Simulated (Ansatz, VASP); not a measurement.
One calculation of TiAl6, two programs

```xyz
7
Lattice="7.7354 0.0000 0.0000 -3.8677 6.6991 0.0000 0.0000 0.0000 2.8239" Properties=species:S:1:pos:R:3 pbc="T T T"
Ti    0.0000    0.0000    0.0000
Al    2.5792    0.0000    1.4119
Al    5.1563    0.0000    1.4119
Al   -1.2896    2.2336    1.4119
Al   -2.5781    4.4655    1.4119
Al    2.5781    4.4655    1.4119
Al    1.2896    2.2336    1.4119
```

Change from the starting cell: species swapped into the SmC6 type (P6/mmm, No. 191).

Alike in both runs: functional PBE; k mesh 6 × 6 × 4; occupations gaussian, width 0.1 eV; no spin polarisation.

Ansatz relaxed the structure, and its values are those at the end. VASP's run is a single point on that final structure, the one shown.

```csv
,VASP,Ansatz
version,VASP 6.6.1,Ansatz 0.2.0
potentials or method,"VASP PAW PBE potentials, release 64 (Ti_sv, Al)","scalar-relativistic, plane waves, PAW"
plane-wave cutoff (eV),520,420
valence electrons in the cell,30,30
```

|  | VASP | Ansatz | Ansatz less VASP |
| --- | --- | --- | --- |
| gap on the k mesh at the Fermi level (eV) | none | none | - |
| pressure (GPa) | 0.1 | 0.1 | +0.02 |
| rms of the force components (eV/Å) | 0.003 | 0.005 | +0.0020 |

A gap of «none» marks a metal or a gap that the smearing closes.

Caveats: the k mesh is coarse (spacing up to 0.56 Å⁻¹), so the values aren't converged.
